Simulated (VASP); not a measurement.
# Sc (P6/mmm) in VASP: single point with PBE

Aim: the single point of Sc with PBE.

The COD entry that gives the cell may itself be a prediction, so a difference from it is no test against experiment.

Program: VASP 6.6.1. These are calculated values, not measurements. Logs are shortened: lines on timing, memory, paths and dates and some standing lists are left out, and cuts for length are marked.

**1. Starting point**

Symmetry: P6/mmm, No. 191, hexagonal system. Conventional cell: a = 5.124 Å, b = 5.124 Å, c = 5.781 Å, α = 90.00°, β = 90.00°, γ = 120.00°. Sc (site symmetry 6mm) is surrounded by 2 Sc at 2.76 to 3.02 Å. Sc (site symmetry -6m2) is surrounded by 9 Sc at 2.96 to 3.26 Å.

The cell was built by a generator and needn't be a form met in nature.

**2. Single point, PBE**

The input, INCAR:

```
PREC     = Accurate       # precision mode
ENCUT    = 520            # plane-wave cutoff, eV
EDIFF    = 1E-6           # SCF threshold, eV
ISMEAR   = 0              # smearing method
SIGMA    = 0.1            # smearing width, eV
LREAL    = F              # projectors in reciprocal space
LASPH    = T              # aspherical terms in the spheres
NELM     = 100            # most SCF steps
ALGO     = Fast           # electronic algorithm
ISIF     = 2              # what is computed and relaxed
LWAVE    = F              # write WAVECAR
LCHARG   = F              # write CHGCAR
GGA      = PE             # functional
NBANDS   = 30             # bands
```

The input, KPOINTS:

```
regular mesh
0
Gamma
  12 12 8
```

The input, POSCAR:

```
Sc
1.0
    5.1244812906      0.0000000000      0.0000000000
   -2.5622406453      4.4379309789      0.0000000000
    0.0000000000      0.0000000000      5.7811989851
Sc
4
Direct
    0.0000000000      0.0000000000      0.2386416139
    0.0000000000      0.0000000000      0.7613583861
    0.3333333333      0.6666666667      0.0000000000
    0.6666666667      0.3333333333      0.0000000000
```

Potentials or basis: VASP PAW PBE potentials, release 64 (Sc_sv).

Run with:

```
cat potpaw_PBE.64/Sc_sv/POTCAR > POTCAR
mpirun -np 1 vasp_std > vasp.out
```

OUTCAR:

```text
PREC = Accurate
   ENCUT = 520
   EDIFF = 1E-6
   ISMEAR = 0
   LREAL = F
   LASPH = T
   NELM = 100
   ISIF = 2
   GGA = PE

 ion  position               nearest neighbor table
   1  0.000  0.000  0.239-   2 2.76   2 3.02   3 3.26   4 3.26   4 3.26   3 3.26   4 3.26   3 3.26

   2  0.000  0.000  0.761-   1 2.76   1 3.02   4 3.26   3 3.26   4 3.26   3 3.26   4 3.26   3 3.26

   3  0.333  0.667  0.000-   4 2.96   4 2.96   4 2.96   1 3.26   2 3.26   2 3.26   1 3.26   2 3.26
                             1 3.26
   4  0.667  0.333  0.000-   3 2.96   3 2.96   3 2.96   1 3.26   2 3.26   1 3.26   2 3.26   1 3.26
                             2 3.26

  LATTYP: Found a hexagonal cell.
 ALAT       =     5.1244812906
 C/A-ratio  =     1.1281530085

  Lattice vectors:

 A1 = (   5.1244812906,   0.0000000000,   0.0000000000)
 A2 = (  -2.5622406453,   4.4379309789,   0.0000000000)
 A3 = (   0.0000000000,   0.0000000000,   5.7811989851)

Analysis of symmetry for initial positions (statically):
=====================================================================
 Subroutine PRICEL returns:
 Original cell was already a primitive cell.

 Routine SETGRP: Setting up the symmetry group for a
 hexagonal supercell.

 Subroutine GETGRP returns: Found 24 space group operations
 (whereof 24 operations were pure point group operations)
 out of a pool of 24 trial point group operations.

The static configuration has the point symmetry D_6h.

Analysis of symmetry for dynamics (positions and initial velocities):
=====================================================================
 Subroutine PRICEL returns:
 Original cell was already a primitive cell.

 Routine SETGRP: Setting up the symmetry group for a
 hexagonal supercell.

 Subroutine GETGRP returns: Found 24 space group operations
 (whereof 24 operations were pure point group operations)
 out of a pool of 24 trial point group operations.

The dynamic configuration has the point symmetry D_6h.

 Subroutine INISYM returns: Found 24 space group operations
 (whereof 24 operations are pure point group operations),
 and found     1 'primitive' translations

----------------------------------------------------------------------------------------

                                     Primitive cell

  volume of cell :     131.4766

  direct lattice vectors                    reciprocal lattice vectors
     5.124481291  0.000000000  0.000000000     0.195141702  0.112665114  0.000000000
    -2.562240645  4.437930979  0.000000000     0.000000000  0.225330228  0.000000000
     0.000000000  0.000000000  5.781198985     0.000000000  0.000000000  0.172974499

  length of vectors
     5.124481291  5.124481291  5.781198985     0.225330228  0.225330228  0.172974499

  position of ions in fractional coordinates (direct lattice)
     0.000000000  0.000000000  0.238641614
     0.000000000  0.000000000  0.761358386
     0.333333333  0.666666667  0.000000000
     0.666666667  0.333333333  0.000000000

  ion indices of the primitive-cell ions
   primitive index   ion index
                 1           1
                 2           2
                 3           3
                 4           4

----------------------------------------------------------------------------------------

 KPOINTS: regular mesh

Automatic generation of k-mesh.
 Grid dimensions read from file:
 generate k-points for:   12   12    8

 Generating k-lattice:

  Cartesian coordinates                     Fractional coordinates (reciprocal lattice)
     0.016261808  0.009388760  0.000000000     0.083333333  0.000000000  0.000000000
     0.000000000  0.018777519  0.000000000     0.000000000  0.083333333  0.000000000
     0.000000000  0.000000000  0.021621812     0.000000000  0.000000000  0.125000000

  Length of vectors
     0.018777519  0.018777519  0.021621812

  Shift w.r.t. Gamma in fractional coordinates (k-lattice)
     0.000000000  0.000000000  0.000000000

 Subroutine IBZKPT returns following result:
 ===========================================

 Found     95 irreducible k-points:

 Following reciprocal coordinates:
            Coordinates               Weight
  0.000000  0.000000  0.000000      1.000000
  0.083333  0.000000  0.000000      6.000000
  0.166667  0.000000  0.000000      6.000000
  0.250000  0.000000  0.000000      6.000000
  0.333333  0.000000  0.000000      6.000000
  0.416667  0.000000  0.000000      6.000000
[... 16 lines left out ...]
  0.250000  0.000000  0.125000     12.000000
  0.333333  0.000000  0.125000     12.000000
 [... further k-points ...]
   k-points           NKPTS =     95   k-points in BZ     NKDIM =     95   number of bands    NBANDS=     30
   number of dos      NEDOS =    301   number of ions     NIONS =      4
   total plane-waves  NPLWV =  76800
   dimension x,y,z NGX =    40 NGY =   40 NGZ =   48
   dimension x,y,z NGXF=    80 NGYF=   80 NGZF=   96
   ions per type =               4
   NGX,Y,Z   is equivalent  to a cutoff of  12.98, 12.98, 13.80 a.u.
   NGXF,Y,Z  is equivalent  to a cutoff of  25.95, 25.95, 27.61 a.u.
 SYSTEM =  unknown system
   PREC   = accura    normal or accurate (medium, high low for compatibility)
   ISTART =      0    job   : 0-new  1-cont  2-samecut
   ICHARG =      2    charge: 1-file 2-atom 10-const
   ISPIN  =      1    spin polarized calculation?
   LNONCOLLINEAR =      F non collinear calculations
   LSORBIT =      F    spin-orbit coupling
   LASPH  =      T    aspherical Exc in radial PAW
   ENCUT  =  520.0 eV  38.22 Ry    6.18 a.u.   9.53  9.53 10.75*2*pi/ulx,y,z
   NELM   =    100;   NELMIN=  2; NELMDL= -5     # of ELM steps
   EDIFF  = 0.1E-05   stopping-criterion for ELM
   LREAL  =      F    real-space projection
   EDIFFG = 0.1E-04   stopping-criterion for IOM
   NSW    =      0    number of steps for IOM
   IBRION =     -1    ionic relax: 0-MD 1-quasi-New 2-CG
   NFREE  =      0    steps in history (QN), initial steepest desc. (CG)
   ISIF   =      2    stress and relaxation
   ISYM   =      2    0-nonsym 1-usesym 2-fastsym
   POTIM  = 0.5000    time-step for ionic-motion
   TEBEG  =    0.0;   TEEND  =   0.0 temperature during run
   PSTRESS=    0.0 pullay stress
   NELECT =      44.0000    total number of electrons
   NUPDOWN=      -1.0000    fix difference up-down
   EMIN   =  10.00;   EMAX   =-10.00  energy-range for DOS
   EFERMI =   0.00;   METHOD = LEGACY
   ISMEAR =     0;   SIGMA  =   0.10  broadening in eV -4-tet -1-fermi 0-gaus
   EFERMI_NEDOS =   21; number of points for ismear=-14 and -15
   IALGO  =     68    algorithm
   IMIX   =      4    mixing-type and parameters
     AMIX     =   0.40;   BMIX     =  1.00
     AMIX_MAG =   1.60;   BMIX_MAG =  1.00
  volume/ion in A,a.u.               =      32.87       221.81
  Fermi-wavevector in a.u.,A,eV,Ry     =   1.136605  2.147872 17.576974  1.291871
  Thomas-Fermi vector in A             =   2.273310
   LORBIT       =      0    0 simple, 1 ext, 2 COOP (PROOUT), +10 PAW based schemes
   GGA     = PE    functional components
   LHFCALC =     F    Hartree Fock is set to
   AEXX    =    0.0000 exact exchange contribution
   IVDW    =     0    specifies the selected vdW correction
   LEPSILON=     F    determine dielectric tensor
   LRPA    =     F    only Hartree local field effects (RPA)
 non-spin polarized calculation
 RMM-DIIS sequential band-by-band and
 Gauss-broadening in eV      SIGMA  =   0.10
  energy-cutoff  :      520.00
  volume of cell :      131.48
 maximum number of plane-waves:      3591
 NGX is ok and might be reduce to    40
   NGX = 19   NGY = 19   NGZ = 21

 number of electron      44.0000000 magnetization

 Free energy of the ion-electron system (eV)
  ---------------------------------------------------
  ext. energy  EPLUGINS =         0.00000000
  ---------------------------------------------------
  free energy    TOTEN  =       -21.90121223 eV

  energy without entropy =      -21.87343812  energy(sigma->0) =      -21.88732517

 E-fermi :   1.9266     XC(G=0):  -8.5010

 val. band max:        1.9181060216   @ k =   0.2500   0.2500   0.5000
 cond. band min:       1.9272241074   @ k =   0.2500   0.0000   0.5000
 fundamental gap:      0.0091180858
 Fermi energy:         1.9266246510

 k-point     1 :       0.0000    0.0000    0.0000
  band No.  band energies     occupation
      1     -47.6891      2.00000
      2     -47.5905      2.00000
      3     -47.5894      2.00000
      4     -47.5056      2.00000
      5     -26.5966      2.00000
      6     -26.3612      2.00000
[... 22 lines left out ...]
     29       3.8028      0.00000
     30       4.0035      0.00000

 k-point     2 :       0.0833    0.0000    0.0000
  band No.  band energies     occupation
      1     -47.6885      2.00000
      2     -47.5905      2.00000
      3     -47.5886      2.00000
      4     -47.5070      2.00000
      5     -26.5976      2.00000
      6     -26.3790      2.00000
[... 22 lines left out ...]
     29       3.7867      0.00000
     30       3.9092      0.00000

 k-point     3 :       0.1667    0.0000    0.0000
  band No.  band energies     occupation
      1     -47.6867      2.00000
      2     -47.5905      2.00000
      3     -47.5863      2.00000
      4     -47.5112      2.00000
      5     -26.6007      2.00000
      6     -26.4066      2.00000
[... 22 lines left out ...]
     29       3.7079      0.00000
     30       3.8390      0.00000

 k-point     4 :       0.2500    0.0000    0.0000
  band No.  band energies     occupation
      1     -47.6844      2.00000
      2     -47.5905      2.00000
      3     -47.5823      2.00000
      4     -47.5175      2.00000
      5     -26.6057      2.00000
      6     -26.4318      2.00000
[... 616 lines left out ...]
     29       3.7363      0.00000
     30       3.9208      0.00000

 k-point    23 :       0.2500    0.0000    0.1250
  band No.  band energies     occupation
      1     -47.6818      2.00000
      2     -47.5937      2.00000
      3     -47.5817      2.00000
      4     -47.5175      2.00000
      5     -26.5851      2.00000
      6     -26.4302      2.00000
[... 22 lines left out ...]
     29       3.6354      0.00000
     30       3.8134      0.00000

 k-point    24 :       0.3333    0.0000    0.1250
  band No.  band energies     occupation
      1     -47.6796      2.00000
      2     -47.5934      2.00000
      3     -47.5766      2.00000
      4     -47.5253      2.00000
      5     -26.5909      2.00000
      6     -26.4498      2.00000
[... 22 lines left out ...]
     29       3.6326      0.00000
     30       3.7640      0.00000

 [... further k-points ...]

------------------------ aborting loop because EDIFF is reached ----------------------------------------

  FORCE on cell =-STRESS in cart. coord.  units (eV):
  Direction    XX          YY          ZZ          XY          YZ          ZX
  --------------------------------------------------------------------------------------
  -------------------------------------------------------------------------------------
  Total        0.0304659      0.0304659      0.0014542      0.0000000     -0.0000000      0.0000000
  in kB        0.3712589      0.3712589      0.0177203      0.0000000     -0.0000000      0.0000000
  external PRESSURE =       0.2534127 kB  Pullay stress =       0.0000000 kB

 VOLUME and BASIS-vectors are now :
 -----------------------------------------------------------------------------
  energy-cutoff  :      520.00
  volume of cell :      131.48
      direct lattice vectors                 reciprocal lattice vectors
     5.124481291  0.000000000  0.000000000     0.195141702  0.112665114  0.000000000
    -2.562240645  4.437930979  0.000000000     0.000000000  0.225330228  0.000000000
     0.000000000  0.000000000  5.781198985     0.000000000  0.000000000  0.172974499

 POSITION                                       TOTAL-FORCE (eV/Angst)
 -----------------------------------------------------------------------------------
      0.00000      0.00000      1.37963        -0.000000     -0.000000      0.024435
      0.00000      0.00000      4.40156        -0.000000      0.000000     -0.024435
     -0.00000      2.95862      0.00000        -0.000000     -0.000000     -0.000000
      2.56224      1.47931      0.00000         0.000000      0.000000      0.000000
 -----------------------------------------------------------------------------------
    total drift:                                0.000000     -0.000000      0.000000

  FREE ENERGIE OF THE ION-ELECTRON SYSTEM (eV)
  ---------------------------------------------------
  free  energy   TOTEN  =       -21.9012122327 eV

  energy  without entropy=      -21.8734381167  energy(sigma->0) =      -21.88732517
```

Wall time 11 min (1 thread of Intel Xeon Platinum 8488C (Sapphire Rapids), shared host); peak memory 0.44 GiB.

What came out:

- Free energy: -21.9012 eV
- Pressure: 0.0 GPa
- Largest force: 0.024 eV/Å
- Band gap on the k mesh: none (metal or under the smearing width)

Forces on the atoms (eV/Å):
```
Sc   0.000  0.000  0.024
Sc   0.000  0.000 -0.024
Sc   0.000  0.000  0.000
Sc   0.000  0.000  0.000
```

Levels at points of the mesh, in eV from the Fermi level:
| k point | band 19 | band 20 | band 21 | band 22 | band 23 | band 24 | band 25 | band 26 |
| --- | --- | --- | --- | --- | --- | --- | --- | --- |
| (0.00, 0.00, 0.00) | -0.76 | -0.47 | -0.26 | -0.09 | 0.08 | 0.08 | 0.26 | 0.26 |
| (0.50, 0.00, 0.00) | -1.09 | -0.56 | -0.34 | -0.32 | 0.25 | 0.44 | 0.92 | 0.99 |
| (0.00, 0.00, 0.50) | -0.63 | -0.63 | -0.16 | -0.16 | 0.36 | 0.52 | 0.52 | 1.10 |
| (0.50, 0.00, 0.50) | -1.23 | -0.85 | -0.48 | -0.14 | 0.21 | 0.83 | 1.06 | 1.08 |
